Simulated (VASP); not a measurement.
Set up this calculation in VASP 6.6.1, as the native input.

- Task: relaxation of cell and atoms
- Functional: PBE
- Potentials or basis: VASP PAW PBE potentials, release 64 (Ba_sv, Ti_sv, O)
- Cutoff: 600 eV
- k mesh: 8 × 8 × 8
- Occupations: gaussian, width 0.03 eV
- Spin: no spin polarisation
- Further INCAR settings: ALGO = Normal; EDIFF = 1e-06; IBRION = 2; EDIFFG = -0.01; NSW = 90; ISIF = 3

The structure of BaTiO3 lies in POSCAR:

```
BaTiO3
1.0
    3.9998000000      0.0000000000      0.0000000000
    0.0000000000      3.9998000000      0.0000000000
    0.0000000000      0.0000000000      4.0180000000
Ba Ti O
1 1 3
Direct
    0.0000000000      0.0000000000      0.0000000000
    0.5000000000      0.5000000000      0.4900000000
    0.5000000000      0.5000000000      0.0190000000
    0.5000000000      0.0000000000      0.5170000000
    0.0000000000      0.5000000000      0.5170000000
```

One way to write it, as run:

INCAR

```
SYSTEM = BaTiO3
ALGO = Normal
EDIFF = 1E-6
EDIFFG = -0.01
ENCUT = 600
GGA = PE
IBRION = 2
ISIF = 3
ISMEAR = 0
KPAR = 2
LASPH = .TRUE.
LCHARG = .FALSE.
LREAL = .FALSE.
LWAVE = .FALSE.
NELM = 80
NSW = 90
PREC = Accurate
SIGMA = 0.03
```

KPOINTS

```
k-points
0
G
  8 8 8
  0 0 0
```

Potentials or basis: VASP PAW PBE potentials, release 64 (Ba_sv, Ti_sv, O).

Run with:

```bash
$ cat potpaw_PBE.64/Ba_sv/POTCAR potpaw_PBE.64/Ti_sv/POTCAR potpaw_PBE.64/O/POTCAR > POTCAR
$ mpirun -np 2 vasp_std > vasp.out
```

Results of the run:

The relaxed volume is 13.49 Å³/atom and the relaxed cell is a = 3.996 Å, b = 3.996 Å, c = 4.224 Å, α = 90.00°, β = 90.00°, γ = 90.00°. The space group after relaxing (to 0.05 Å) is P4mm (No. 99). The energy gained by relaxing is 11.3 meV/atom and the ionic steps are 20. The pressure after relaxing is 0.0 GPa, the largest force after relaxing is 0.009 eV/Å and the band gap on the k mesh is 1.77 eV, indirect (least direct gap 2.34 eV).

Caveat: spin-orbit coupling is left out, which moves the levels of the heavy elements.

It took 5.6 min on 2 MPI ranks on Intel(R) Xeon(R) Platinum 8559C (Emerald Rapids), with other jobs on the host, peak memory 0.29 GiB a rank.
